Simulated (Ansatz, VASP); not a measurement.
**MgO: VASP beside Ansatz**

INCAR

```
PREC = Accurate
ENCUT = 520
EDIFF = 1E-6
ISMEAR = 0
SIGMA = 0.05
LREAL = F
LASPH = T
NELM = 100
ALGO = Normal
ISIF = 2
LWAVE = F
LCHARG = T
GGA = PS
LELF = T
LVHAR = T
NBANDS = 11
```

The input KPOINTS:

```
regular mesh
0
Gamma
  10 10 10
```

POSCAR

```
MgO
1.0
    0.0000000000      2.1071057205      2.1071057205
    2.1071057205      0.0000000000      2.1071057205
    2.1071057205      2.1071057205      0.0000000000
Mg O
1 1
Direct
    0.0000000000      0.0000000000      0.0000000000
    0.5000000000      0.5000000000      0.5000000000
```

Input for Ansatz:

```yaml
crystal:
  lattice:
    - [0.0, 2.1071057205, 2.1071057205]
    - [2.1071057205, 0.0, 2.1071057205]
    - [2.1071057205, 2.1071057205, 0.0]
  atoms:
    - { symbol: Mg, position: [0.0, 0.0, 0.0] }
    - { symbol: O, position: [0.5, 0.5, 0.5] }
basis:
  ecutwfc: 420
kpoints:
  mp_grid: { grid: [10, 10, 10] }
hamiltonian:
  xc: pbesol
scf:
  occupations: { method: gaussian, width: 0.05 }
output:
  forces: true
  stress: true
  eigenvalues: true
```

Alike in both runs: task single point; functional PBEsol; k mesh 10 × 10 × 10; occupations gaussian, width 0.05 eV; no spin polarisation.

|  | VASP | Ansatz |
| --- | --- | --- |
| version | VASP 6.6.1 | Ansatz 0.2.0 |
| potentials or method | VASP PAW PBE potentials, release 64 (Mg, O) | scalar-relativistic, plane waves, PAW |
| plane-wave cutoff (eV) | 520 | 420 |
| valence electrons in the cell | 8 | 16 |

|  | VASP | Ansatz | Ansatz less VASP |
| --- | --- | --- | --- |
| gap on the k mesh at the Fermi level (eV) | 4.62 | 4.62 | 0.000 |
| least direct gap on the mesh (eV) | 4.62 | 4.62 | 0.000 |
| pressure (GPa) | -0.5 | 0.0 | +0.51 |

The two sets of potentials don't hold the same shells in valence.

Caveats: the PAW data sets were made with another functional, which shifts forces and pressure a little (VASP). As with any semilocal functional, this PBEsol gap is likely too small.
